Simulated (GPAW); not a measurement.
PbSe (Clausthalite):

```
Pb Se
1.0
     0.00000    3.06065    3.06065
     3.06065    0.00000    3.06065
     3.06065    3.06065    0.00000
Pb Se
1 1
Direct
  0.00000 0.00000 0.00000
  0.50000 0.50000 0.50000
```

Base run:

| Item | Value |
| --- | --- |
| Program | GPAW 26.7.0 |
| Functional | PBE |
| Potentials or basis | GPAW PAW data sets (gpaw-data 1.2.1) |
| Cutoff | 450 eV |
| Basis | pw |
| k mesh | 6 × 6 × 6 |
| Occupations | fermi-dirac, width 0.05 eV |
| Spin | no spin polarisation |

Its results: band gap on the k mesh 0.25 eV, direct.

Q: After a change of settings the same cell gave: band gap on the k mesh 0.60 eV, direct. Which change was it?
A. occupations from fermi-dirac, width 0.05 eV to fermi-dirac, width 0.001 eV
B. cutoff from 450 eV to 500 eV
C. functional from PBE to HSE06; k mesh from 6 × 6 × 6 to 4 × 4 × 4
D. functional from PBE to LDA; potentials or basis from GPAW PAW data sets (gpaw-data 1.2.1) to the program's PAW data sets (release 1.2.1) made for this functional

A: C.

Caveats: some runs use coarse meshes; spin-orbit coupling is left out, which as a rule narrows the gap of such compounds by several tenths of an eV; exact exchange converges slowly with the k mesh, and this mesh is small (some runs).
